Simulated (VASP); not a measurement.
Input of a VASP 6.6.1 run:

File INCAR:

```
SYSTEM = Zr
PREC = Accurate
ENCUT = 600
EDIFF = 1E-7
ISMEAR = 1
SIGMA = 0.1
LREAL = .False.
LASPH = .True.
NELM = 80
ALGO = Normal
ISIF = 3
LWAVE = .False.
LCHARG = .False.
IBRION = 2
NSW = 90
EDIFFG = -0.005
```

Contents of KPOINTS:

```
Automatic mesh
0
Gamma
  15 15 9
  0 0 0
```

The input POSCAR:

```
Zr                                      
1.0
    3.1481338317      0.0000000000      0.0000000000
   -1.5740669158      2.7263638727      0.0000000000
    0.0000000000     -0.0000000000      5.0874021476
  Zr            
     2
Direct
     0.3333333332999970    0.6666666667000030    0.2500000000000000
     0.6666666667000030    0.3333333332999970    0.7500000000000000
```

Potentials or basis: VASP PAW LDA potentials, release 64 (Zr_sv).

Run with:

```console
$ cat potpaw_LDA.64/Zr_sv/POTCAR > POTCAR
$ mpirun -np 1 vasp_std > vasp.out
```

Task: Predict the relaxed cell.

Result: a = 3.148 Å, b = 3.148 Å, c = 5.089 Å, α = 90.00°, β = 90.00°, γ = 120.00°.

Task: Estimate the space group after relaxing (to 0.05 Å).

Result: P6_3/mmc (No. 194).

Task: What does it give for the band gap on the k mesh?

Result: None (metal or under the smearing width).

Task: What does it give for the relaxed volume?

Result: 21.84 Å³/atom.

Final structure:
```
Zr
1.0
     3.14827    0.00000    0.00000
    -1.57414    2.72648    0.00000
     0.00000    0.00000    5.08890
Zr
2
Direct
  0.33333 0.66667 0.25000
  0.66667 0.33333 0.75000
```
